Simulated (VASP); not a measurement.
# Te (P3_121) in VASP: further runs

Aim: see how the results for Te move with the level of theory and the settings. Levels: PBEsol, PBE, LDA. Tasks: relaxation of cell and atoms, single point.

Everything below comes from runs of VASP 6.6.1. Logs are shortened: lines on timing, memory, paths and dates and some standing lists are left out, and cuts for length are marked.

## (1) The structure

Symmetry: P3_121, No. 152, trigonal system. The conventional cell has a = 4.454 Å, b = 4.454 Å, c = 5.924 Å, α = 90.00°, β = 90.00°, γ = 120.00°. Around Te (site symmetry 2) lie 2 Te at 2.86 Å.

## (2) Relaxation of cell and atoms, PBEsol

INCAR reads:

```
SYSTEM = Te
ALGO = Normal ; EDIFF = 1E-6
EDIFFG = -0.005 ; ENCUT = 600
GGA = PS ; IBRION = 2
ISIF = 3 ; ISMEAR = 0
LASPH = .TRUE. ; LCHARG = .FALSE.
LREAL = .FALSE. ; LWAVE = .FALSE.
NELM = 100 ; NSW = 40
PREC = Accurate ; SIGMA = 0.02
```

KPOINTS reads:

```
k-points
0
G
  6 6 4
  0 0 0
```

POSCAR reads:

```
Te
1.0
    4.4540000000      0.0000000000      0.0000000000
   -2.2270000000      3.8572771485      0.0000000000
    0.0000000000      0.0000000000      5.9240000000
Te
3
Direct
    0.7310000000      0.7310000000      0.0000000000
    0.0000000000      0.2690000000      0.6666666667
    0.2690000000      0.0000000000      0.3333333333
```

Potentials or basis: VASP PAW PBE potentials, release 64 (Te).

On the command line:

```
$ cat potpaw_PBE.64/Te/POTCAR > POTCAR
$ mpirun -np 1 vasp_std > vasp.out
```

OUTCAR:

```text
SYSTEM = Te
   EDIFF = 1E-6
   EDIFFG = -0.005
   ENCUT = 600
   GGA = PS
   IBRION = 2
   ISIF = 3
   ISMEAR = 0
   LASPH = .TRUE.
   LREAL = .FALSE.
   NELM = 100
   NSW = 40
   PREC = Accurate

 ion  position               nearest neighbor table
   1  0.731  0.731  0.000-   3 2.86   2 2.86   3 3.47   2 3.47   2 3.47   3 3.47
   2  0.000  0.269  0.667-   1 2.86   3 2.86   1 3.47   1 3.47   3 3.47   3 3.47
   3  0.269  0.000  0.333-   1 2.86   2 2.86   1 3.47   1 3.47   2 3.47   2 3.47

  LATTYP: Found a hexagonal cell.
 ALAT       =     4.4540000000
 C/A-ratio  =     1.3300404131

  Lattice vectors:

 A1 = (   4.4540000000,   0.0000000000,   0.0000000000)
 A2 = (  -2.2270000000,   3.8572771485,   0.0000000000)
 A3 = (   0.0000000000,   0.0000000000,   5.9240000000)

Analysis of symmetry for initial positions (statically):
=====================================================================
 Subroutine PRICEL returns:
 Original cell was already a primitive cell.

 Routine SETGRP: Setting up the symmetry group for a
 hexagonal supercell.

 Subroutine GETGRP returns: Found  6 space group operations
 (whereof  2 operations were pure point group operations)
 out of a pool of 24 trial point group operations.

The static configuration has the point symmetry C_2 .
 The point group associated with its full space group is D_3 .

Analysis of symmetry for dynamics (positions and initial velocities):
=====================================================================
 Subroutine PRICEL returns:
 Original cell was already a primitive cell.

 Routine SETGRP: Setting up the symmetry group for a
 hexagonal supercell.

 Subroutine GETGRP returns: Found  6 space group operations
 (whereof  2 operations were pure point group operations)
 out of a pool of 24 trial point group operations.

The dynamic configuration has the point symmetry C_2 .
 The point group associated with its full space group is D_3 .

 Subroutine INISYM returns: Found  6 space group operations
 (whereof  2 operations are pure point group operations),
 and found     1 'primitive' translations

----------------------------------------------------------------------------------------

                                     Primitive cell

  volume of cell :     101.7762

  direct lattice vectors                    reciprocal lattice vectors
     4.454000000  0.000000000  0.000000000     0.224517288  0.129625117  0.000000000
    -2.227000000  3.857277149  0.000000000     0.000000000  0.259250233  0.000000000
     0.000000000  0.000000000  5.924000000     0.000000000  0.000000000  0.168804862

  length of vectors
     4.454000000  4.454000000  5.924000000     0.259250233  0.259250233  0.168804862

  position of ions in fractional coordinates (direct lattice)
     0.731000000  0.731000000  0.000000000
     0.000000000  0.269000000  0.666666667
     0.269000000  0.000000000  0.333333333

  ion indices of the primitive-cell ions
   primitive index   ion index
                 1           1
                 2           2
                 3           3

----------------------------------------------------------------------------------------

 KPOINTS: k-points

Automatic generation of k-mesh.
 Grid dimensions read from file:
 generate k-points for:    6    6    4

 Generating k-lattice:

  Cartesian coordinates                     Fractional coordinates (reciprocal lattice)
     0.037419548  0.021604186  0.000000000     0.166666667  0.000000000  0.000000000
     0.000000000  0.043208372  0.000000000     0.000000000  0.166666667  0.000000000
     0.000000000  0.000000000  0.042201215     0.000000000  0.000000000  0.250000000

  Length of vectors
     0.043208372  0.043208372  0.042201215

  Shift w.r.t. Gamma in fractional coordinates (k-lattice)
     0.000000000  0.000000000  0.000000000

 Subroutine IBZKPT returns following result:
 ===========================================

 Found     24 irreducible k-points:

 Following reciprocal coordinates:
            Coordinates               Weight
  0.000000  0.000000  0.000000      1.000000
  0.166667  0.000000  0.000000      6.000000
  0.333333  0.000000  0.000000      6.000000
  0.500000  0.000000  0.000000      3.000000
  0.166667  0.166667  0.000000      6.000000
  0.333333  0.166667  0.000000     12.000000
[... 16 lines left out ...]
  0.333333  0.166667  0.500000     12.000000
  0.333333  0.333333  0.500000      2.000000
   k-points           NKPTS =     24   k-points in BZ     NKDIM =     24   number of bands    NBANDS=     13
   number of dos      NEDOS =    301   number of ions     NIONS =      3
   total plane-waves  NPLWV =  62208
   dimension x,y,z NGX =    36 NGY =   36 NGZ =   48
   dimension x,y,z NGXF=    72 NGYF=   72 NGZF=   96
   ions per type =               3
   NGX,Y,Z   is equivalent  to a cutoff of  13.44, 13.44, 13.47 a.u.
   NGXF,Y,Z  is equivalent  to a cutoff of  26.87, 26.87, 26.94 a.u.
 SYSTEM =  Te
   PREC   = accura    normal or accurate (medium, high low for compatibility)
   ISTART =      0    job   : 0-new  1-cont  2-samecut
   ICHARG =      2    charge: 1-file 2-atom 10-const
   ISPIN  =      1    spin polarized calculation?
   LNONCOLLINEAR =      F non collinear calculations
   LSORBIT =      F    spin-orbit coupling
   LASPH  =      T    aspherical Exc in radial PAW
   ENCUT  =  600.0 eV  44.10 Ry    6.64 a.u.   8.90  8.90 11.83*2*pi/ulx,y,z
   NELM   =    100;   NELMIN=  2; NELMDL= -5     # of ELM steps
   EDIFF  = 0.1E-05   stopping-criterion for ELM
   LREAL  =      F    real-space projection
   EDIFFG = -.5E-02   stopping-criterion for IOM
   NSW    =     40    number of steps for IOM
   IBRION =      2    ionic relax: 0-MD 1-quasi-New 2-CG
   NFREE  =      1    steps in history (QN), initial steepest desc. (CG)
   ISIF   =      3    stress and relaxation
   ISYM   =      2    0-nonsym 1-usesym 2-fastsym
   POTIM  = 0.5000    time-step for ionic-motion
   TEBEG  =    0.0;   TEEND  =   0.0 temperature during run
   PSTRESS=    0.0 pullay stress
   NELECT =      18.0000    total number of electrons
   NUPDOWN=      -1.0000    fix difference up-down
   EMIN   =  10.00;   EMAX   =-10.00  energy-range for DOS
   EFERMI =   0.00;   METHOD = LEGACY
   ISMEAR =     0;   SIGMA  =   0.02  broadening in eV -4-tet -1-fermi 0-gaus
   EFERMI_NEDOS =   21; number of points for ismear=-14 and -15
   IALGO  =     38    algorithm
   IMIX   =      4    mixing-type and parameters
     AMIX     =   0.40;   BMIX     =  1.00
     AMIX_MAG =   1.60;   BMIX_MAG =  1.00
  volume/ion in A,a.u.               =      33.93       228.94
  Fermi-wavevector in a.u.,A,eV,Ry     =   0.918933  1.736531 11.489263  0.844437
  Thomas-Fermi vector in A             =   2.044070
   LORBIT       =      0    0 simple, 1 ext, 2 COOP (PROOUT), +10 PAW based schemes
   GGA     = PS    functional components
   LHFCALC =     F    Hartree Fock is set to
   AEXX    =    0.0000 exact exchange contribution
   IVDW    =     0    specifies the selected vdW correction
   LEPSILON=     F    determine dielectric tensor
   LRPA    =     F    only Hartree local field effects (RPA)
 conjugate gradient relaxation of ions
 non-spin polarized calculation
 Gauss-broadening in eV      SIGMA  =   0.02
  energy-cutoff  :      600.00
  volume of cell :      101.78
 maximum number of plane-waves:      3426
   NGX = 17   NGY = 17   NGZ = 23

--------------------------------------- Ionic step        1  -------------------------------------------

 number of electron      17.9999999 magnetization

 Free energy of the ion-electron system (eV)
  ---------------------------------------------------
  ext. energy  EPLUGINS =         0.00000000
  ---------------------------------------------------
  free energy    TOTEN  =       -10.54116556 eV

  energy without entropy =      -10.54116555  energy(sigma->0) =      -10.54116556

------------------------ aborting loop because EDIFF is reached ----------------------------------------

  FORCE on cell =-STRESS in cart. coord.  units (eV):
  Direction    XX          YY          ZZ          XY          YZ          ZX
  --------------------------------------------------------------------------------------
  -------------------------------------------------------------------------------------
  Total       -0.5908651     -0.5908651     -0.4412041      0.0000000      0.0000000      0.0000000
  in kB       -9.3014962     -9.3014962     -6.9455079      0.0000000      0.0000000      0.0000000
  external PRESSURE =      -8.5161668 kB  Pullay stress =       0.0000000 kB
[... 281 lines left out ...]
  energy  without entropy=      -10.5689504299  energy(sigma->0) =      -10.56915402

--------------------------------------- Ionic step        9  -------------------------------------------

 number of electron      17.9999999 magnetization

 Free energy of the ion-electron system (eV)
  ---------------------------------------------------
  ext. energy  EPLUGINS =         0.00000000
  ---------------------------------------------------
  free energy    TOTEN  =       -10.56939764 eV

  energy without entropy =      -10.56904045  energy(sigma->0) =      -10.56921904

 E-fermi :   6.5208     XC(G=0):  -9.4881

 val. band max:        6.5197679900   @ k =   0.3333   0.3333   0.5000
 cond. band min:       6.8098993830   @ k =   0.0000   0.0000   0.5000
 fundamental gap:      0.2901313930
 Fermi energy:         6.5207672643

 k-point     1 :       0.0000    0.0000    0.0000
  band No.  band energies     occupation
      1      -7.3810      2.00000
      2      -4.0075      2.00000
      3      -4.0075      2.00000
      4       3.5934      2.00000
      5       3.9236      2.00000
      6       3.9236      2.00000
      7       4.7729      2.00000
      8       4.7729      2.00000
      9       5.4446      2.00000
     10       7.5166      0.00000
     11       7.5166      0.00000
     12       8.2261      0.00000
     13      11.3090      0.00000
[... 396 lines left out ...]
  FREE ENERGIE OF THE ION-ELECTRON SYSTEM (eV)
  ---------------------------------------------------
  free  energy   TOTEN  =       -10.5693976385 eV

  energy  without entropy=      -10.5690404488  energy(sigma->0) =      -10.56921904

 reached required accuracy - stopping structural energy minimisation
```

Run time: 1.9 min. Hardware: 1 thread of Intel Xeon Platinum 8488C (Sapphire Rapids), shared host; peak memory 0.25 GiB.

Results:

```yaml
Free_energy: -10.5694 eV
Relaxed_volume: 32.14 Å³/atom
Relaxed_cell: a = 4.315 Å, b = 4.315 Å, c = 5.980 Å, α = 90.00°, β = 90.00°, γ = 120.00°
Space_group_after_relaxing_to_0.05_Å: P3_121 (No. 152)
Energy_gained_by_relaxing: 9.4 meV/atom
Ionic_steps: 9
Pressure_after_relaxing: 0.0 GPa
Band_gap_on_the_k_mesh: none (metal or under the smearing width)
```

Step by step:
```
step  energy change (eV)  largest force (eV/Å)  pressure (GPa)  volume (Å³)
   1              0.0000                0.1176           -0.85       101.78
   2             -0.0082                0.2192            0.29        99.14
   3             -0.0082                0.2175            0.28        99.18
   4             -0.0168                0.1638            0.24        98.38
   5             -0.0276                0.0217            0.32        95.98
   6             -0.0265                0.0386           -0.54        97.46
   7             -0.0282                0.0010           -0.01        96.53
   8             -0.0282                0.0004           -0.01        96.50
   9             -0.0282                0.0017           -0.01        96.41
```

Final structure:
```xyz
3
Lattice="4.3148 0.0000 0.0000 -2.1574 3.7368 0.0000 0.0000 0.0000 5.9796" Properties=species:S:1:pos:R:3 pbc="T T T"
Te    1.5480    2.6812    5.9796
Te   -0.6095    1.0556    3.9864
Te    1.2189    0.0000    1.9932
```

Caveat: the PAW data sets were made with another functional, which shifts forces and pressure a little.

## (3) Single point, PBE

INCAR reads:

```
  ALGO = Fast
  EDIFF = 1E-7
  ENCUT = 450
  GGA = PE
  ISIF = 2
  ISMEAR = 0
  LASPH = T
  LCHARG = T
  LELF = T
  LREAL = F
  LVHAR = T
  LWAVE = F
  NBANDS = 16
  NELM = 80
  PREC = Accurate
  SIGMA = 0.02
```

KPOINTS reads:

```
k-points
0
Gamma
  3 3 2
```

POSCAR is that of step 2.

Potentials or basis: VASP PAW PBE potentials, release 64 (Te_GW).

On the command line:

```
$ cat potpaw_PBE.64/Te_GW/POTCAR > POTCAR
$ mpirun -np 1 vasp_std > vasp.out
```

It took 15 s on 1 thread of Intel Xeon Platinum 8488C (Sapphire Rapids), shared host; peak memory 0.18 GiB.

Results (log left out):

| Item | Value |
| --- | --- |
| Free energy | -9.2549 eV |
| Pressure | 1.8 GPa |
| Largest force | 0.136 eV/Å |
| Band gap on the k mesh | 0.16 eV, direct |

Forces in eV/Å, atoms in the order of the input:
```
Te   0.068  0.117  0.000
Te   0.068 -0.117  0.000
Te  -0.136  0.000  0.000
```

Stress tensor (GPa, compression positive):
```
2.08 0.00 0.00
0.00 2.08 0.00
0.00 0.00 1.20
```

Levels at points of the mesh, in eV from the valence-band top:
```
           k point  band 5  band 6  band 7  band 8  band 9  band 10  band 11  band 12  band 13  band 14
(0.00, 0.00, 0.00)   -2.76   -2.76   -1.68   -1.68   -0.85     1.00     1.00     1.60     4.99     4.99
(0.00, 0.00, 0.50)   -2.68   -2.68   -1.33   -1.03   -1.03     0.46     0.48     0.48     4.02     5.28
```

Caveat: the k mesh is coarse (spacing up to 0.54 Å⁻¹), so the values aren't converged; spin-orbit coupling is left out, which moves the levels of the heavy elements; an odd mesh through Γ misses points on the zone boundary, where band edges often lie.

## (4) Single point, PBE

INCAR reads:

```
ALGO = Normal ; EDIFF = 1E-6
ENCUT = 500 ; GGA = PE
ISIF = 2 ; ISMEAR = 0
LASPH = T ; LCHARG = F
LREAL = F ; LWAVE = F
NBANDS = 16 ; NELM = 100
PREC = Accurate ; SIGMA = 0.02
```

KPOINTS reads:

```
k-points
0
Gamma
  4 4 3
```

POSCAR is that of step 3.

On the command line:

```
$ cat potpaw_PBE.64/Te_GW/POTCAR > POTCAR
$ mpirun -np 1 vasp_std > vasp.out
```

It took 13 s on 1 thread of Intel Xeon Platinum 8259CL at 2.50GHz (Skylake/Cascade Lake), shared host; peak memory 0.21 GiB.

The run converged. Its results:

| Item | Value |
| --- | --- |
| Free energy | -9.4078 eV |
| Pressure | 1.5 GPa |
| Largest force | 0.132 eV/Å |
| Band gap on the k mesh | 0.79 eV, indirect (least direct gap 1.00 eV) |

Forces in eV/Å, atoms in the order of the input:
```
Te  -0.066 -0.114  0.000
Te  -0.066  0.114  0.000
Te   0.132  0.000  0.000
```

Levels at points of the mesh, in eV from the valence-band top:
| k point | band 7 | band 8 | band 9 | band 10 | band 11 | band 12 |
| --- | --- | --- | --- | --- | --- | --- |
| (0.00, 0.00, 0.00) | -1.41 | -1.41 | -0.58 | 1.27 | 1.27 | 1.87 |
| (0.50, 0.00, 0.00) | -3.25 | -0.76 | -0.55 | 1.11 | 1.17 | 3.22 |

Caveat: spin-orbit coupling is left out, which moves the levels of the heavy elements; an odd mesh through Γ misses points on the zone boundary, where band edges often lie.

[end of part 1 of 2]
